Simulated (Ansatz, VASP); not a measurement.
## Sb: VASP beside Ansatz

INCAR

```
SYSTEM = Sb
PREC = Accurate
ENCUT = 520
EDIFF = 1E-6
ISMEAR = -1
SIGMA = 0.03
LREAL = .FALSE.
LASPH = .TRUE.
NELM = 80
ALGO = Normal
ISIF = 2
LWAVE = .FALSE.
LCHARG = .FALSE.
GGA = PE
NBANDS = 12
```

Contents of KPOINTS:

```
regular mesh
0
G
  12 12 7
  0 0 0
```

The input POSCAR:

```
Sb
1.0
    3.4242395086      0.0000000000      0.0000000000
   -1.7121197543      2.9654784030      0.0000000000
    0.0000000000      0.0000000000      5.4173925818
Sb
2
Direct
    0.3333333333      0.6666666667      0.2500000000
    0.6666666667      0.3333333333      0.7500000000
```

Input for Ansatz:

```yaml
crystal:
  lattice:
    - [3.4242395086, 0.0, 0.0]
    - [-1.7121197543, 2.965478403, 0.0]
    - [0.0, 0.0, 5.4173925818]
  atoms:
    - { symbol: Sb, position: [0.3333333333, 0.6666666667, 0.25] }
    - { symbol: Sb, position: [0.6666666667, 0.3333333333, 0.75] }
kpoints:
  mp_grid: { grid: [12, 12, 7] }
scf:
  occupations: { method: fermi_dirac, width: 0.03 }
hamiltonian:
  xc: pbe
  pseudopotentials: { kind: all_electron, lapw: { basis_error: 0.0005 } }
output:
  forces: true
  stress: true
  eigenvalues: true
```

Change from the starting cell: volume scaled by 1.05.

Alike in both runs: task single point; functional PBE; k mesh 12 × 12 × 7; occupations fermi-dirac, width 0.03 eV; no spin polarisation.

|  | VASP | Ansatz |
| --- | --- | --- |
| version | VASP 6.6.1 | Ansatz 0.2.0 |
| potentials or method | VASP PAW PBE potentials, release 64 (Sb) | all-electron LAPW, scalar-relativistic |
| plane-wave cutoff (eV) | 520 | see its input |

VASP gave:

* pressure (GPa): -0.4
* largest component of the traceless stress (GPa): 0.84

Question: Which values does Ansatz return?

Answer: Pressure (GPa): -0.2; largest component of the traceless stress (GPa): 0.83.

Ansatz ran all-electron here, so the differences hold the error of VASP's frozen core and of both bases.

The runs have no spin-orbit coupling, so splittings on Sb are missing.
